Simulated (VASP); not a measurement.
# TePb (Altaite): the relaxed cell at several levels

How close do the usual functionals, with and without dispersion, come to the cell of TePb (Altaite)? The levels: PBE, LDA, r2SCAN and PBE + D3(BJ). LASPH is on for some levels and off for others; the table marks which. The start is a cell from a database of measured crystal structures.

Main program and level: VASP 6.6.1; PBE; plane waves and PAW (Te, Pb_d), in the first sound run; inputs show where later runs differ.

**Measured values to reproduce.**

For PbTe, rocksalt (melt-grown single-crystal fragment, about 42 um across, 125 K), “Correlated local dipoles in PbTe” (2017, arxiv:1709.02863) gives, by single-crystal x-ray diffraction: lattice constant a (cubic lattice constant a at 125 K) 6.4397 ± 0.0001 Å.

This is a report of a sequence of runs, with most program output left out.

### Step 1. The structure

Before any relaxation, the start is as follows. It takes space group Fm-3m (No. 225, cubic). Conventional cell: a = 6.454 Å, b = 6.454 Å, c = 6.454 Å, α = 90.00°, β = 90.00°, γ = 90.00°. Nearest to Te lie 6 Pb at 3.23 Å. Nearest to Pb lie 6 Te at 3.23 Å. Farther neighbours and most contacts between anions are not listed.

### Step 2. Relaxation with PBE

The start need not lie at this functional's minimum. ISIF = 3 frees volume, shape and positions, and EDIFFG sets the threshold on forces and stress at which the search stops. PBE, the usual starting point, adds the gradient of the density.

INCAR reads:

```
SYSTEM = TePb
PREC = Accurate
ENCUT = 520
EDIFF = 1E-06
NELM = 100
ISMEAR = -1
SIGMA = 0.05
LREAL = .FALSE.
ALGO = Normal
GGA = PE
NBANDS = 16
LORBIT = 11
LWAVE = .FALSE.
LCHARG = .FALSE.
KPAR = 2
IBRION = 2
NSW = 60
ISIF = 3
EDIFFG = -0.01
```

POSCAR reads:

```
TePb
1.0
    0.0000000000      3.2270500000      3.2270500000
    3.2270500000      0.0000000000      3.2270500000
    3.2270500000      3.2270500000      0.0000000000
Te Pb
1 1
Direct
    0.5000000000      0.5000000000      0.5000000000
    0.0000000000      0.0000000000      0.0000000000
```

KPOINTS reads:

```
Automatic mesh
0
Gamma
7 7 7
0 0 0
```

The projector-augmented-wave data sets are Te and Pb_d (PBE family, release 64).

Command:

```sh
$ mpirun -np 2 vasp_std
```

It took 12 s on 2 MPI ranks of Intel Xeon 6975P-C (Granite Rapids), shared host; peak memory 0.42 GiB; 22 s of CPU time.

The gap is read on the k-mesh alone, so it is an upper bound where the band edges lie off the mesh. The run keeps the 48 symmetry operations of its start, so it cannot find a distortion of lower symmetry.

The steps of the relaxation:

```csv
step,energy less that of the first step (eV),largest force (eV/Å),pressure (GPa),volume (Å³)
1,0.0000,0.0000,2.24,67.21
2,-0.0220,0.0000,-0.58,71.89
3,-0.0239,0.0000,0.01,70.78
```

| conventional cell, symmetrised | before | after | change |
| --- | --- | --- | --- |
| a (Å) | 6.454 | 6.566 | +1.7 % |
| b (Å) | 6.454 | 6.566 | +1.7 % |
| c (Å) | 6.454 | 6.566 | +1.7 % |
| volume (Å³/atom) | 33.61 | 35.39 | +5.3 % |

Final coordinates:

```cif
data_structure
_symmetry_space_group_name_H-M 'P 1'
_symmetry_Int_Tables_number 1
_cell_length_a 4.6432
_cell_length_b 4.6432
_cell_length_c 4.6432
_cell_angle_alpha 60.000
_cell_angle_beta 60.000
_cell_angle_gamma 60.000
_cell_volume 70.78
loop_
_atom_site_label
_atom_site_type_symbol
_atom_site_fract_x
_atom_site_fract_y
_atom_site_fract_z
_atom_site_occupancy
Te1 Te 0.50000 0.50000 0.50000 1
Pb2 Pb 0.00000 0.00000 0.00000 1
```

Numbers from this step:

```
electrons                       : 20
bands                           : 16
irreducible k-points            : 20
symmetry operations             : 48
free energy (TOTEN)             : -7.523 eV
Fermi energy                    : 5.471 eV
pressure                        : 0.005905 GPa
metallic                        : no
valence top at k                : 0.4286, 0, 0
conduction bottom at k          : 0.4286, 0, 0
least direct gap at k           : 0.4286, 0, 0
SCF cycles over all ionic steps : 26
gap on the k-mesh               : 1.076 eV
least direct gap on the k-mesh  : 1.076 eV
```

It ends with forces that vanish by symmetry and a pressure of 0.01 GPa. The volume lies +5.3 % from that of the database's start. The conventional cell has a = 6.566 Å.

### Step 3. Relaxation with LDA

This step: LDA; plane waves and PAW (Te, Pb_d) (VASP 6.6.1).

LDA, the lowest rung, knows the local density alone.

Changes to INCAR since step 2:

```diff
@@ -9,3 +9,3 @@
 ALGO = Normal
-GGA = PE
+GGA = CA
 NBANDS = 16
```

POSCAR is that of step 2.

KPOINTS is that of step 2.

Command:

```sh
$ mpirun -np 2 vasp_std
```

It took 11 s on 2 MPI ranks; peak memory 0.37 GiB.

The PAW data sets were made with PBE, though LDA sets exist; this is a small mismatch.

The steps of the relaxation:

```
step  energy less that of the first step (eV)  largest force (eV/Å)  pressure (GPa)  volume (Å³)
   1                                   0.0000                0.0000           -1.43        67.21
   2                                  -0.0080                0.0000            0.63        64.33
   3                                  -0.0095                0.0000           -0.01        65.14
```

```csv
"conventional cell, symmetrised",before,after,change
a (Å),6.454,6.387,-1.0 %
b (Å),6.454,6.387,-1.0 %
c (Å),6.454,6.387,-1.0 %
volume (Å³/atom),33.61,32.57,-3.1 %
```

The relaxed structure:

```xyz
2
Lattice="0.0000 3.1935 3.1935 3.1935 0.0000 3.1935 3.1935 3.1935 0.0000" Properties=species:S:1:pos:R:3 pbc="T T T"
Te    3.1935    3.1935    3.1935
Pb    0.0000    0.0000    0.0000
```

Numbers from this step:

```
free energy (TOTEN)            : -8.817 eV
Fermi energy                   : 6.115 eV
pressure                       : -0.005500 GPa
gap on the k-mesh              : 0.8852 eV
least direct gap on the k-mesh : 0.8852 eV
```

It ends at 32.57 Å³/atom, -3.1 % from the start, with -0.01 GPa left. The conventional cell has a = 6.387 Å.

### Step 4. Relaxation with r2SCAN

This step: r2SCAN; plane waves and PAW (Te, Pb_d) (VASP 6.6.1).

r2SCAN adds the kinetic-energy density, costs more than a GGA and is run with LASPH.

Changes to INCAR since step 3:

```diff
@@ -9,3 +9,4 @@
 ALGO = Normal
-GGA = CA
+METAGGA = R2SCAN
+LASPH = .TRUE.
 NBANDS = 16
```

POSCAR is that of step 3.

KPOINTS is that of step 3.

Command:

```sh
$ mpirun -np 2 vasp_std
```

Elapsed: 53 s, on 2 MPI ranks; peak memory 0.44 GiB.

The PAW data sets were made with PBE, which is usual practice but a small mismatch for other functionals.

Step by step:

| step | energy less that of the first step (eV) | largest force (eV/Å) | pressure (GPa) | volume (Å³) |
| --- | --- | --- | --- | --- |
| 1 | 0.0000 | 0.0000 | 1.71 | 67.21 |
| 2 | -0.0109 | 0.0000 | -0.60 | 70.77 |
| 3 | -0.0129 | 0.0000 | 0.01 | 69.72 |

```csv
"conventional cell, symmetrised",before,after,change
a (Å),6.454,6.534,+1.2 %
b (Å),6.454,6.534,+1.2 %
c (Å),6.454,6.534,+1.2 %
volume (Å³/atom),33.61,34.86,+3.7 %
```

Final coordinates:

```xyz
2
Lattice="0.0000 3.2668 3.2668 3.2668 0.0000 3.2668 3.2668 3.2668 0.0000" Properties=species:S:1:pos:R:3 pbc="T T T"
Te    3.2668    3.2668    3.2668
Pb    0.0000    0.0000    0.0000
```

It ends at 34.86 Å³/atom, +3.7 % from the start, with 0.01 GPa left. The conventional cell has a = 6.534 Å.

### Step 5. Relaxation with PBE + D3(BJ)

This step: PBE with D3(BJ); plane waves and PAW (Te, Pb_d) (VASP 6.6.1).

A dispersion term adds the long-range attraction that semilocal functionals lack. D3 with Becke-Johnson damping keeps a finite attraction at short range.

Changes to INCAR since step 4:

```diff
@@ -9,4 +9,4 @@
 ALGO = Normal
-METAGGA = R2SCAN
-LASPH = .TRUE.
+GGA = PE
+IVDW = 12
 NBANDS = 16
```

POSCAR is that of step 4.

KPOINTS is that of step 4.

Command:

```sh
$ mpirun -np 2 vasp_std
```

Elapsed: 11 s, on 2 MPI ranks; peak memory 0.43 GiB; 19 s of CPU time.

Step by step:

| step | energy less that of the first step (eV) | largest force (eV/Å) | pressure (GPa) | volume (Å³) |
| --- | --- | --- | --- | --- |
| 1 | 0.0000 | 0.0000 | 0.24 | 67.21 |
| 2 | -0.0003 | 0.0000 | -0.07 | 67.71 |
| 3 | -0.0003 | 0.0000 | 0.00 | 67.60 |

| conventional cell, symmetrised | before | after | change |
| --- | --- | --- | --- |
| a (Å) | 6.454 | 6.467 | +0.2 % |
| b (Å) | 6.454 | 6.467 | +0.2 % |
| c (Å) | 6.454 | 6.467 | +0.2 % |
| volume (Å³/atom) | 33.61 | 33.80 | +0.6 % |

Final coordinates:

```xyz
2
Lattice="0.0000 3.2333 3.2333 3.2333 0.0000 3.2333 3.2333 3.2333 0.0000" Properties=species:S:1:pos:R:3 pbc="T T T"
Te    3.2333    3.2333    3.2333
Pb    0.0000    0.0000    0.0000
```

It ends at 33.80 Å³/atom, +0.6 % from the start, with 0.00 GPa left. The conventional cell has a = 6.467 Å. Against plain PBE, the dispersion term moves a by -1.5 %.

### Step 6. The cells as a table

This step: relaxed cells at several levels; plane waves and PAW (VASP 6.6.1).

This step runs nothing: it gathers the runs above.

Lengths are those of the conventional cell; cost is the wall time of each run, as given at its step, times its ranks, without the set-up around it; LASPH differs between rows, which moves results and costs too. Results by level, by row:

| level | volume (Å³/atom) | change from the start (%) | a (Å) | cost (core minutes) | LASPH |
| --- | --- | --- | --- | --- | --- |
| PBE | 35.39 | 5.3 | 6.566 | 0.387 | off |
| LDA | 32.57 | -3.1 | 6.387 | 0.36 | off |
| r2SCAN | 34.86 | 3.7 | 6.534 | 1.77 | on |
| PBE + D3(BJ) | 33.8 | 0.6 | 6.467 | 0.373 | off |

### Step 7. Outcome

```yaml
volume_pbe: 35.39 Å³/atom
volume_lda: 32.57 Å³/atom
volume_r2scan: 34.86 Å³/atom
volume_pbe_d3_bj: 33.80 Å³/atom
```

What this shows: For TePb (Altaite) the levels give volumes between 32.57 Å³/atom (LDA) and 35.39 Å³/atom (PBE), a spread of 8.7 %, while the cost of the finished runs spans a factor of 4.9. Within 1 % of experiment on every length: LDA and PBE + D3(BJ). The nearest, PBE + D3(BJ), is among the cheap ones. Thermal and zero-point expansion, often some tenths of a per cent in length, bear on this order: with the measured lengths lowered by an assumed 0.4 % the nearest becomes LDA. The costs hold the number of ionic steps as well as the price of the functional. Adding D3(BJ) to PBE changes the volume by -4.5 % (a by -1.5 %). Within 0.02 Å all end in space group Fm-3m; the runs can't lower the symmetry of the start. Spin-orbit coupling is left out. LASPH is on for some levels and off for others, so differences between them are not the functional's alone. Each is a single relaxation on the plane waves of the start cell, so larger changes of volume carry a basis-set error that was not tested here.

Calculation against experiment:

| quantity | measured | PBE | LDA | r2SCAN | PBE + D3(BJ) |
| --- | --- | --- | --- | --- | --- |
| lattice constant a (Å) | 6.4397 | 6.566 (+2.0 %) | 6.387 (-0.8 %) | 6.534 (+1.5 %) | 6.467 (+0.4 %) |

Measured values from arxiv:1709.02863 (2017).

Verdict: For the lattice constant a, of the levels listed nearest comes PBE + D3(BJ) (+0.4 %, good agreement) and farthest PBE (+2.0 %, a clear miss). The grades are ours: good and fair within 0.7 and 1.5 % for the lattice constant a. Zero-point motion and thermal expansion (measured at up to 125 K) are not in the computed lattice constants.

[Lines on the potential files, build, host, timing and source positions are cut from VASP's logs without a mark.]

[Logs are printed without paths, hosts, clocks, repeated set-up lines and the standing remarks that a program may print on its own settings, such as how far it seeks lower states.]

[Hosts, paths, dates, database ids (printed as entryN), source tags and the programs' standing remarks are cut or masked in the printed files.]

[A measured line is paired with the nearest computed mode of its activity, which favours agreement.]
